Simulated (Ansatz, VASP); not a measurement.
**One calculation of CsH, two programs**

Contents of POSCAR:

```
CsH
1.0
    0.0000000000      3.1892011697      3.1892011697
    3.1892011697      0.0000000000      3.1892011697
    3.1892011697      3.1892011697      0.0000000000
Cs H
1 1
Direct
    0.0000000000      0.0000000000      0.0000000000
    0.5000000000      0.5000000000      0.5000000000
```

Contents of INCAR.step1:

```
PREC = Accurate
ENCUT = 520
EDIFF = 1E-5
ISMEAR = 0
SIGMA = 0.01
LREAL = False
LASPH = True
NELM = 60
ALGO = Normal
ISIF = 2
LWAVE = True
LCHARG = False
GGA = PE
NBANDS = 12
```

File INCAR.step2:

```
PREC = Accurate
ENCUT = 520
EDIFF = 1E-6
ISMEAR = 0
SIGMA = 0.01
LREAL = False
LASPH = True
NELM = 60
ALGO = Normal
ISIF = 2
LWAVE = False
LCHARG = False
GGA = PE
LHFCALC = True
HFSCREEN = 0.2079
PRECFOCK = Normal
ISTART = 1
NBANDS = 12
```

KPOINTS

```
Automatic mesh
0
Gamma
  4 4 4
```

Input for Ansatz:

```yaml
crystal:
  lattice:
    - [0.0, 3.1892011697, 3.1892011697]
    - [3.1892011697, 0.0, 3.1892011697]
    - [3.1892011697, 3.1892011697, 0.0]
  atoms:
    - { symbol: Cs, position: [0.0, 0.0, 0.0] }
    - { symbol: H, position: [0.5, 0.5, 0.5] }
kpoints:
  mp_grid: { grid: [4, 4, 4] }
hamiltonian:
  xc: hse06
scf:
  occupations: { method: fixed }
  n_extra_bands: 4
output:
  forces: true
  stress: true
  eigenvalues: true
```

Alike in both runs: task single point; functional HSE06; k mesh 4 × 4 × 4; no spin polarisation.

```csv
,VASP,Ansatz
version,VASP 6.6.1,Ansatz 0.2.0
potentials or method,"VASP PAW PBE potentials, release 64 (Cs_sv, H)","plane waves, PAW"
plane-wave cutoff (eV),520,420
occupations,"gaussian, width 0.01 eV",fixed
valence electrons in the cell,10,10
```

|  | VASP | Ansatz | Ansatz less VASP |
| --- | --- | --- | --- |
| gap on the k mesh at the Fermi level (eV) | 3.25 | 3.26 | +0.014 |
| pressure (GPa) | 0.1 | 0.1 | +0.02 |

Ansatz warned: «stress_exchange_threshold_loose».

Caveats: the k mesh is coarse (spacing up to 0.43 Å⁻¹), so the values aren't converged, least of all with exact exchange; the PAW data sets were made with another functional, which shifts forces and pressure a little (VASP); spin-orbit coupling is left out, which moves the levels of the heavy elements. A k mesh can miss the band edges.
